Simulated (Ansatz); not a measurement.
The system is NiO2.

```xyz
6
Lattice="2.9122 0.0000 0.0000 -1.4561 2.5220 0.0000 0.0000 0.0000 10.5553" Properties=species:S:1:pos:R:3 pbc="T T T"
Ni    0.0000    0.0000    5.2776
Ni    0.0000    0.0000    0.0000
O     0.0000    1.6813    6.2179
O     0.0000    1.6813    9.6150
O     1.4561    0.8407    4.3374
O     1.4561    0.8407    0.9403
```

The cell comes from a database or a generator and needn't be the stable form of this composition.

- Program: Ansatz 0.2.0
- Task: relaxation of cell and atoms
- Functional: r2SCAN
- Potentials or basis: Ansatz PAW
- Cutoff: 500 eV (not typed: the program's choice for these potentials)
- k mesh: 10 × 10 × 3
- Occupations: fermi-dirac, width 0.05 eV
- Spin: collinear spin, ferromagnetic start
- Starting moments: [1.0, 1.0, 0.0, 0.0, 0.0, 0.0] μB

At the start: volume 12.92 Å³/atom.

**Question.** Where does the relaxation end?

**Answer.** It ends after 8 steps and the volume is 11.38 Å³/atom (-11.9 %); space group P6_3/mmc (No. 194, to 0.05 Å); moment 0.00 μB per cell.

The path:
```csv
step,energy change (eV),largest force (eV/Å),volume (Å³)
1,0.0000,0.9574,77.52
2,-0.3795,0.7891,72.59
3,-0.5040,0.1649,68.06
4,-0.5107,0.0187,68.96
5,-0.5109,0.0091,68.83
6,-0.5111,0.0035,68.67
7,-0.5115,0.0017,68.28
8,-0.5031,0.0012,68.28
```

Final structure:
```cif
data_structure
_symmetry_space_group_name_H-M 'P 1'
_symmetry_Int_Tables_number 1
_cell_length_a 2.7734
_cell_length_b 2.7734
_cell_length_c 10.2511
_cell_angle_alpha 90.000
_cell_angle_beta 90.000
_cell_angle_gamma 120.000
_cell_volume 68.28
loop_
_atom_site_label
_atom_site_type_symbol
_atom_site_fract_x
_atom_site_fract_y
_atom_site_fract_z
_atom_site_occupancy
Ni1 Ni 0.00000 0.00000 0.50000 1
Ni2 Ni 0.00000 0.00000 0.00000 1
O1 O 0.33333 0.66667 0.59177 1
O2 O 0.33333 0.66667 0.90823 1
O3 O 0.66667 0.33333 0.40823 1
O4 O 0.66667 0.33333 0.09177 1
```

Caveat: the magnetic or orbital state may not be the lowest; the plane-wave basis is chosen anew once the cell has moved, so the energies of steps on either side of that aren't comparable; the PAW data sets come from PBE, with cores solved anew for the run's functional, which leaves a small shift of forces and pressure; the starting moments weren't kept.
